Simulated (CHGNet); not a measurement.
## Wurtzite InN

Calculation: the machine-learned potential CHGNet 0.3.0 (trained on PBE and PBE+U data).

Cell (relaxed at this level):

```cif
data_In2N2
_chemical_formula_sum 'In2 N2'
_space_group_name_H-M_alt 'P63mc'
_space_group_IT_number 186
_space_group_name_Hall 'P 6c -2c'
_cell_length_a 3.58074
_cell_length_b 3.58074
_cell_length_c 5.79661
_cell_angle_alpha 90.000
_cell_angle_beta 90.000
_cell_angle_gamma 120.000
loop_
_atom_site_label
_atom_site_type_symbol
_atom_site_symmetry_multiplicity
_atom_site_Wyckoff_symbol
_atom_site_fract_x
_atom_site_fract_y
_atom_site_fract_z
_atom_site_occupancy
In1 In 2 b 0.33333 0.66667 0.00091 1
N1 N 2 b 0.33333 0.66667 0.37809 1
```

- equilibrium lattice constant a = 3.581 Å
- lattice parameter c = 5.797 Å
- equilibrium volume per atom = 16.09 Å³/atom

Measured, for comparison: lattice constant a 3.537 Å (room temperature, not corrected to a static lattice, our sources range from 3.533 to 3.545; as tabulated in Lucero et al. (2012), arXiv:1111.4515); lattice parameter c 5.703 Å (300 K, not corrected to a static lattice; as tabulated in Vurgaftman et al. (2001), doi:10.1063/1.1368156); equilibrium volume per atom 15.38 Å³/atom (300 K, not corrected to a static lattice; as tabulated in Wikipedia's data pages). Computed (rounded) less measured: lattice constant a +1.2 % (+1.0 % to +1.4 % over the range), lattice parameter c +1.6 %, equilibrium volume per atom +4.6 %.

A machine-learned potential is trained on density-functional data: it inherits that level's misses and adds fitting errors of its own.
